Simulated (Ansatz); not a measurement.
# FePt (Tetraferroplatinum) (P4/mmm) in Ansatz: single point with PBEsol

Aim: the single point of FePt (Tetraferroplatinum) with PBEsol.

All numbers are computed with Ansatz 0.2.0; they aren't measurements. Logs are shortened: lines on timing, memory, paths and dates and some standing lists are left out, and cuts for length are marked.

## 1. The undisturbed crystal

Symmetry: P4/mmm, No. 123, tetragonal system. Conventional cell: a = 2.724 Å, b = 2.724 Å, c = 3.720 Å, α = 90.00°, β = 90.00°, γ = 90.00°. Around Pt (site symmetry 4/mmm) lie 8 Fe at 2.68 Å and 4 Pt at 2.72 Å. Fe (site symmetry 4/mmm) has 8 Pt at 2.68 Å and 4 Fe at 2.72 Å as nearest neighbours.

## 2. Single point, PBEsol, collinear spin, ferromagnetic start (strain_z_fixed_volume = 0)

Input file input.yaml:

```yaml
crystal:
  lattice:
    - [2.7235, 0.0, 0.0]
    - [0.0, 2.7235, 0.0]
    - [0.0, 0.0, 3.72]
  atoms:
    - { symbol: Pt, position: [0.5, 0.5, 0.5] }
    - { symbol: Fe, position: [0.0, 0.0, 0.0], spin: 3.0 }
kpoints:
  mp_grid: { grid: [10, 10, 7] }
scf:
  occupations: { method: fermi_dirac, width: 0.05 }
hamiltonian:
  xc: pbesol
  pseudopotentials: { kind: all_electron, lapw: { basis_error: 0.001 } }
magnetization:
  spin_polarized: true
output:
  forces: true
  stress: true
  eigenvalues: true
```

Potentials or basis: all-electron LAPW, scalar-relativistic.

Run with:

```
$ ansatz run input.yaml --threads 2 --pin off --max-ram 6144MiB --backend cpu --events-out ev --progress --plain --runs-dir out
```

What it wrote:

```text
Warning: RAYON_NUM_THREADS=2 ignored (pool sized by the plan → 2); use --threads N
LAPW: plane waves up to 8.602 Å⁻¹, error target 1.0e-3 eV per atom; small_component_spin mean_spin; Fe in spheres of 1.316 Å, 16 of its electrons in bands, Dirac shells []; Pt in spheres of 1.362 Å, 42 of its electrons in bands, Dirac shells [] (how accurate: hamiltonian.pseudopotentials.lapw.basis_error, Limitations)
Engine: ansatz 0.2.0, x86_64-unknown-linux-gnu
Pseudopotentials: kind: all_electron
Pseudopotential: Pt, LAPW, valence charge 42, lapw/all_electron/scalar/gaussian/Pt, Koelling and Harmon's equation, gaussian nucleus
Pseudopotential: Fe, LAPW, valence charge 16, lapw/all_electron/scalar/gaussian/Fe, Koelling and Harmon's equation, gaussian nucleus
Functional definition: PBEsol
  exchange = pbesol_x
  correlation = pbesol_c
Crystal: 2 atoms, lattice volume = 27.593 Å³
Basis set: ecut = 281.94749007444887 eV, 311 PW (Γ), exchange–correlation at level 2
Bands: 37, of which v1, the nominal top of the filled ones, is band 29 counted from 1 (28 counted from 0)
Symmetry: 16 space group operations
Space group: P4/mmm (ITA 123), of the structure as read, at distance tolerance 3.0e-5 Å
Magnetic group: BNS 123.339 (UNI 999), of the structure as read, at distance tolerance 3.0e-5 Å
k-points: 84 of 700
Non-local potential: Pt, projectors of the file, none
Non-local potential: Fe, projectors of the file, none
Initial density: superposition of atomic densities (chi_scale 0.1, normalization cell)
Starting moments: Σ|m| = 3 μB on 1 of 2 sites
Initial wavefunctions: plane waves of lowest kinetic energy (no species holds an atomic orbital)
Functional: x = pbesol(κ = 0.804, μ = 0.12345679012345678), c = pbesol(β = 0.046)
iter 1 solved again at ethr=6.53e-3 eV; its pass at ethr=1.00e-1 eV (dr2=3.79e0 eV) is discarded
SCF iter   1: F=—  HF=-535422.292841 eV  |F-HF|=—  |Δ(HF+E_count)|=         —  Δρ=5.69e-2 (↑2.86e-2 ↓5.69e-2)  dr2=3.79e0  dr2_m=8.54e-2  M=2.517 μB ∫|m|=2.577 μB  β_m=0.30  ethr=6.53e-3  ⟨swp⟩=2.0  Hψ=39656  notcnv=0
Mixer restart at iter 1: flushing history
preconditioner: auto → Kerker (q_TF=auto, 3.088 Å⁻¹)  [metal: Δε(μ)=0.008 eV  Ē_g=11.411 eV  σ=0.050 eV  W_gap=0.04  n_scr=14 (ndim 8)  ℏωp=30.0 eV  f_vac=0.000  D(μ)=3.23/eV (n_scr^D=36)]
spin=Collinear: Kerker preconditioning applied to the charge; magnetization (m = ρ↑ − ρ↓) channel mixes plain (no charge-response kernel on spin).
iter 2 solved again at ethr=4.64e-5 eV; its pass at ethr=6.53e-3 eV (dr2=2.69e-2 eV) is discarded
SCF iter   2: F=—  HF=-535421.079938 eV  |F-HF|=—  |Δ(HF+E_count)|=    1.21e0  Δρ=1.50e-2 (↑7.94e-3 ↓1.50e-2)  dr2=2.69e-2  dr2_m=2.57e-2  M=3.243 μB ∫|m|=3.320 μB  β_m=0.27  ethr=4.64e-5  ⟨swp⟩=2.1  Hψ=31371  notcnv=0  defer=1
SCF iter   3: F=—  HF=-535421.025575 eV  |F-HF|=—  |Δ(HF+E_count)|=   5.44e-2  Δρ=1.24e-2 (↑6.32e-3 ↓1.24e-2)  dr2=8.82e-2  dr2_m=1.30e-2  M=3.197 μB ∫|m|=3.280 μB  β_m=0.64  ethr=4.64e-5  ⟨swp⟩=2.2  Hψ=18799  notcnv=0
SCF iter   4: F=—  HF=-535421.024932 eV  |F-HF|=—  |Δ(HF+E_count)|=         —  Δρ=6.02e-3 (↑3.26e-3 ↓6.02e-3)  dr2=7.79e-3  dr2_m=3.34e-3  M=3.278 μB ∫|m|=3.398 μB  β_m=0.64  ethr=4.64e-5  ⟨swp⟩=2.1  Hψ=18799  notcnv=0
Mixer restart at iter 4: flushing history
the basis was enlarged: its passes take 2.3 MiB over the memory plan, 2 of 2 planned eigensolver slots
SCF iter   5: F=—  HF=-535421.055746 eV  |F-HF|=—  |Δ(HF+E_count)|=   3.08e-2  Δρ=7.22e-3 (↑4.21e-3 ↓7.22e-3)  dr2=8.23e-2  dr2_m=7.13e-4  M=3.228 μB ∫|m|=3.361 μB  β_m=0.51  ethr=1.34e-5  ⟨swp⟩=3.0  Hψ=19964  notcnv=0
SCF iter   6: F=—  HF=-535421.019780 eV  |F-HF|=—  |Δ(HF+E_count)|=   3.60e-2  Δρ=2.65e-3 (↑1.48e-3 ↓2.65e-3)  dr2=3.68e-3  dr2_m=4.69e-4  M=3.266 μB ∫|m|=3.402 μB  β_m=0.63  ethr=1.34e-5  ⟨swp⟩=2.8  Hψ=18431  notcnv=0
SCF iter   7: F=—  HF=-535421.020955 eV  |F-HF|=—  |Δ(HF+E_count)|=   1.17e-3  Δρ=9.26e-4 (↑9.26e-4 ↓8.91e-4)  dr2=1.77e-3  dr2_m=3.20e-5  M=3.270 μB ∫|m|=3.417 μB  β_m=0.62  ethr=6.35e-6  ⟨swp⟩=2.0  Hψ=17435  notcnv=0
SCF iter   8: F=—  HF=-535421.020829 eV  |F-HF|=—  |Δ(HF+E_count)|=   1.26e-4  Δρ=5.68e-4 (↑5.68e-4 ↓4.12e-4)  dr2=6.25e-4  dr2_m=3.33e-6  M=3.274 μB ∫|m|=3.424 μB  β_m=0.70  ethr=3.06e-6  ⟨swp⟩=2.0  Hψ=17490  notcnv=0
SCF iter   9: F=—  HF=-535421.020756 eV  |F-HF|=—  |Δ(HF+E_count)|=   7.31e-5  Δρ=1.71e-4 (↑1.71e-4 ↓1.20e-4)  dr2=4.41e-5  dr2_m=1.01e-6  M=3.278 μB ∫|m|=3.428 μB  β_m=0.63  ethr=1.08e-6  ⟨swp⟩=2.0  Hψ=17713  notcnv=0
SCF iter  10: F=—  HF=-535421.020717 eV  |F-HF|=—  |Δ(HF+E_count)|=   3.90e-5  Δρ=5.83e-5 (↑5.41e-5 ↓5.83e-5)  dr2=3.56e-6  dr2_m=1.52e-7  M=3.279 μB ∫|m|=3.429 μB  β_m=0.75  ethr=7.60e-8  ⟨swp⟩=2.0  Hψ=17713  notcnv=0
SCF iter  11: F=—  HF=-535421.020717 eV  |F-HF|=—  |Δ(HF+E_count)|=   2.72e-7  Δρ=2.42e-5 (↑2.20e-5 ↓2.42e-5)  dr2=4.55e-7  dr2_m=6.82e-9  M=3.279 μB ∫|m|=3.428 μB  β_m=0.88  ethr=6.14e-9  ⟨swp⟩=2.0  Hψ=17719  notcnv=0
SCF iter  12: F=—  HF=-535421.020717 eV  |F-HF|=—  |Δ(HF+E_count)|=   6.33e-8  Δρ=9.27e-6 (↑6.22e-6 ↓9.27e-6)  dr2=1.42e-7  dr2_m=1.55e-9  M=3.279 μB ∫|m|=3.428 μB  β_m=0.91  ethr=7.85e-10  ⟨swp⟩=2.0  Hψ=17714  notcnv=0
SCF iter  13: F=—  HF=-535421.020717 eV  |F-HF|=—  |Δ(HF+E_count)|=   2.31e-8  Δρ=1.96e-6 (↑1.96e-6 ↓1.73e-6)  dr2=3.64e-9  dr2_m=9.13e-11  M=3.279 μB ∫|m|=3.428 μB  β_m=0.96  ethr=2.45e-10  ⟨swp⟩=2.0  Hψ=17713  notcnv=0
SCF iter  14: F=-535421.020717 eV  HF=-535421.020717 eV  |F-HF|=3.49e-10  |Δ(HF+E_count)|=   1.86e-9  Δρ=8.18e-7 (↑7.20e-7 ↓8.18e-7)  dr2=7.86e-10  dr2_m=7.07e-12  M=3.279 μB ∫|m|=3.428 μB  ethr=6.77e-12 (applied; sched 6.28e-12)  ⟨swp⟩=2.0  Hψ=17713  notcnv=0
SCF 1 converged in 14 iterations: F = -535421.020717 eV  dr2 = 7.86e-10
SCF converged after 14 iterations
Magnetization: 3.2793 μB (30.6397 up, 27.3603 down)
Absolute magnetization: 3.4283 μB (∫|ρ↑−ρ↓|)
Spin contamination: 0.0811 ħ² per cell (⟨S²⟩ above its minimum at these occupations)
Per-site moments (μB) at R_I (Å): [(0.3741708307093461, 1.3617499797083414), (2.9567251873422578, 1.315622969913589)]
Free energy (F): -535421.020717 eV
Harris-Foulkes:  -535421.020717 eV  (|F-HF|=3.49e-10)
Internal energy: -535421.009334 eV  (E = F + TS)
E sigma→0 (E₀):  -535421.015026 eV
Entropy (-TS):   -0.011384 eV (-5.692 meV/atom)
Fermi energy:    23.463244 eV
--- Per-component energies (eV) ---
  E_band       = -3676.553765
  E_kinetic    = 603751.319804
  E_xc         = -11043.909403
  E_electrostatic = -1128128.419735  (all electrons and nuclei)
  E_smearing   = -0.011384  (= −TS)
  E_closure    = 0.000000  (closes the sum)
  E_atoms      = -535403.881192  (free atoms, spherical and without spin; not in F)
  Σ components = -535421.020717   (vs F -535421.020717, Δ=0.00e0)
  Basis errors (estimates in eV, not in F): energy 2.1e-4 per atom: plane waves 1.7e-4 (8.4e-5 summed), levels above the bands 7.0e-106, relativity 3.9e-8, radial functions 4.1e-5, core shells 1.8e-7; eigenvalues (radial functions only) 4.2e-6; not estimated: angular momenta, meshes, grids; target (lapw.basis_error) 1.0e-3; muffin-tin radii Fe 1.316 Å, Pt 1.362 Å
--- Forces (eV/Å), atoms counted from 1 ---
  atom   1  Pt     0.00000000    -0.00000000     0.00000000
  atom   2  Fe     0.00000000     0.00000000     0.00000000
  max |Σ_I F_I| component: 1.73e-31 eV/Å
--- Stress (GPa, compression-positive) ---
       -6.288793       0.000000       0.000000
        0.000000      -6.288793       0.000000
        0.000000       0.000000      -5.414138
  P = ⅓ Tr σ = -5.9972 GPa (-59.972 kbar)
--- Band table (eV; the first three rows and the last of 168) ---
  k-point 0 ↑: bands = ["-279.7630", "-279.7360", "-279.7317", "-279.7317", "-279.7026", "-75.2585", "-65.0912", "-43.7106", "-43.7070", "-43.7070", "-43.6914", "-43.6742", "-43.6742", "-43.6656", "-31.4199", "-31.1449", "-31.1449", "-29.4209", "-29.3228", "-29.3228", "13.7347", "17.0409", "17.2240", "19.9952", "19.9952", "20.5189", "21.3456", "21.5530", "22.9429", "23.0812", "23.0812", "25.6054", "33.1478", "34.9569", "34.9569", "40.3758", "42.1155"]
  k-point 1 ↑: bands = ["-279.7630", "-279.7360", "-279.7317", "-279.7317", "-279.7026", "-75.2585", "-65.0912", "-43.7106", "-43.7070", "-43.7070", "-43.6914", "-43.6742", "-43.6742", "-43.6656", "-31.4176", "-31.1443", "-31.1443", "-29.4253", "-29.3234", "-29.3234", "13.9872", "17.1497", "17.2977", "20.0982", "20.0982", "20.4045", "21.3892", "21.4310", "22.8414", "22.8414", "22.8901", "24.4625", "34.5807", "35.4876", "35.4876", "39.8959", "42.6632"]
  k-point 2 ↑: bands = ["-279.7630", "-279.7360", "-279.7317", "-279.7317", "-279.7026", "-75.2584", "-65.0912", "-43.7106", "-43.7070", "-43.7070", "-43.6914", "-43.6742", "-43.6742", "-43.6656", "-31.4125", "-31.1431", "-31.1431", "-29.4353", "-29.3248", "-29.3248", "14.6744", "17.4069", "17.4847", "20.1274", "20.4037", "20.4037", "21.1197", "21.5003", "22.2511", "22.2511", "22.4327", "22.7586", "36.9197", "36.9197", "37.2766", "39.3302", "42.4321"]
  k-point 83 ↓: bands = ["-279.7194", "-279.6950", "-279.6950", "-279.6926", "-279.6709", "-74.9827", "-61.7263", "-43.6497", "-43.6474", "-43.6474", "-43.6279", "-43.6196", "-43.6196", "-43.6183", "-29.3072", "-29.3072", "-29.0870", "-28.0298", "-28.0134", "-28.0134", "17.4815", "18.7391", "18.7391", "20.9418", "22.1452", "22.1452", "22.4352", "24.2734", "24.3764", "25.2511", "30.5107", "30.5107", "31.9039", "32.2226", "32.8239", "32.8239", "33.0788"]
```

Run time: 96 s. Hardware: 2 threads of Intel Xeon at 2.50GHz (Skylake/Cascade Lake), shared host; peak memory 0.73 GiB.

Results:

```yaml
Free_energy: -535421.0207 eV
Pressure: -6.0 GPa
Band_gap_on_the_k_mesh: none (metal or under the smearing width)
Net_moment: 3.28 μB per cell
Absolute_moment: 3.43 μB per cell
Site_moments: Pt +0.37; Fe +2.96 μB
```

Levels at points of the mesh, in eV from the Fermi level:
Spin up:
| k point | band 28 | band 29 | band 30 | band 31 | band 32 | band 33 | band 34 | band 35 |
| --- | --- | --- | --- | --- | --- | --- | --- | --- |
| (0.00, 0.00, 0.00) | -1.91 | -0.52 | -0.38 | -0.38 | 2.14 | 9.68 | 11.49 | 11.49 |
| (0.00, -0.50, 0.00) | -2.52 | -2.14 | -1.66 | 0.12 | 1.99 | 10.35 | 10.47 | 12.39 |
| (-0.50, -0.50, 0.00) | -0.46 | -0.46 | 0.54 | 1.47 | 1.47 | 7.53 | 9.94 | 10.76 |
Spin down:
| k point | band 25 | band 26 | band 27 | band 28 | band 29 | band 30 | band 31 | band 32 |
| --- | --- | --- | --- | --- | --- | --- | --- | --- |
| (0.00, 0.00, 0.00) | -2.40 | -0.79 | -0.79 | 0.57 | 1.66 | 1.70 | 1.70 | 2.38 |
| (0.00, -0.50, 0.00) | -2.49 | -1.41 | -1.20 | -0.92 | 0.48 | 0.71 | 2.32 | 2.59 |
| (-0.50, -0.50, 0.00) | 0.91 | 1.21 | 1.65 | 1.66 | 1.66 | 1.77 | 1.77 | 1.79 |
